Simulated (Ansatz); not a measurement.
## Property card for Hf

Method: Ansatz 0.2.0, DFT PBEsol, scalar-relativistic, plane waves, PAW.

Settings: cutoff 420 eV, Γ-centred mesh 18×18×8 on the computed 2-atom cell, Gaussian smearing of 0.10 eV; no spin polarisation.

The structure is relaxed at this level of theory with its symmetry kept.

```
Hf
1.0
     3.15867    0.00000    0.00000
    -1.57934    2.73549    0.00000
     0.00000    0.00000    5.00008
Hf
2
Direct
  0.33333 0.66667 0.25000
  0.66667 0.33333 0.75000
```

| Item | Value |
| --- | --- |
| Space group | P6_3/mmc (No. 194) |
| Volume per atom | 21.60 Å³ |
| Formation energy from the elements' standard states (uncorrected) | -0.001 eV/atom |
| Kohn–Sham band gap | none (metal) |
| Density of states at the Fermi level | 1.34 states/eV per cell |
| Löwdin character within 0.5 eV of the Fermi level | Hf 5d 89 %, unprojected 5 % |
| Bulk modulus | 114 GPa |
| Its pressure derivative | 3.4 |
| Bader charges (e) | Hf (2 in the cell) 0.00 |

Spin-orbit coupling is left out, which matters for the bands of heavy elements.